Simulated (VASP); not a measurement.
Input of a VASP 6.6.1 run:

INCAR

```
SYSTEM = Pr
PREC = Accurate
ENCUT = 520
EDIFF = 1E-6
ISMEAR = -1
SIGMA = 0.05
LREAL = .FALSE.
LASPH = .TRUE.
NELM = 150
ALGO = Fast
ISIF = 2
LWAVE = .FALSE.
LCHARG = .TRUE.
ISPIN = 2
MAGMOM = 2
LORBIT = 11
LMAXMIX = 6
GGA = PE
LELF = .TRUE.
LVHAR = .TRUE.
NBANDS = 16
```

KPOINTS

```
regular mesh
0
G
  9 9 9
  0 0 0
```

The input POSCAR:

```
Pr
1.0
   -2.1249723214      2.1249723214      2.1249723214
    2.1249723214     -2.1249723214      2.1249723214
    2.1249723214      2.1249723214     -2.1249723214
Pr
1
Direct
    0.0000000000      0.0000000000      0.0000000000
```

Potentials or basis: VASP PAW PBE potentials, release 64 (Pr).

Command:

```sh
$ cat potpaw_PBE.64/Pr/POTCAR > POTCAR
$ mpirun -np 1 vasp_std > vasp.out
```

Question: Estimate the band gap on the k mesh.

Answer: None (metal or under the smearing width).

Question: What does it give for the net moment?

Answer: 2.81 μB per cell.

Question: What does it give for the pressure?

Answer: -2.1 GPa.

Question: What does it give for the site moments?

Answer: Pr +2.27 μB.

Caveat: the magnetic or orbital state may not be the lowest; spin-orbit coupling is left out, which moves the levels of the heavy elements. The state reached can hang on the start; a lower one may exist.
